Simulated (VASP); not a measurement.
Runs of VASP 6.6.1 on CdTe. Symmetry: F-43m, No. 216, cubic system. Conventional cell: a = 6.410 Å, b = 6.410 Å, c = 6.410 Å, α = 90.00°, β = 90.00°, γ = 90.00°. Te (site symmetry -43m) is surrounded by 4 Cd at 2.78 Å. Around Cd (site symmetry -43m) lie 4 Te at 2.78 Å. 

```tsv
task	level	spin	k mesh	ladder	grid for exact exchange (PRECFOCK)	exchange at q = 0	share of exact exchange	screening parameter	gap on the mesh (eV)	pressure (GPa)
band structure	HSE03	off	6 × 6 × 6	gaps	Fast	-	-	-	1.49	3.5
band structure	r2SCAN-EpsX	off	6 × 6 × 6	gaps	Fast	truncated	0.1019	-	1.86	3.1
band structure	PBE0	off	6 × 6 × 6	gaps	Fast	truncated	-	-	(c)	(b)
band structure	HSE06	off	6 × 6 × 6	gaps	Fast	-	-	0.2 1/A	1.67	3.3
single point	HSE06	SOC, no magnetisation	6 × 6 × 6	gaps	Fast	-	-	0.2 1/A	-	3.3
band structure	TB-mBJ	off	8 × 8 × 8	free	-	-	-	-	1.91	-
band structure	r2SCAN	off	8 × 8 × 8	free	-	-	-	-	1.38	(a)
```

Alike in all rows: potentials or basis VASP PAW PBE potentials, release 64 (Te, Cd); cell as given; cutoff (eV) 520; smearing gaussian 0.02 eV.

Problem. Estimate the missing entries.

Solution. (a) 3.4; (b) 3.2; (c) 2.26.

Caveats: the PAW data sets were made with another functional, which shifts forces and pressure a little; spin-orbit coupling is left out, which moves the levels of the heavy elements (some runs).

A k mesh can miss the band edges, and rows without SOC leave out spin-orbit coupling on Cd, Te.
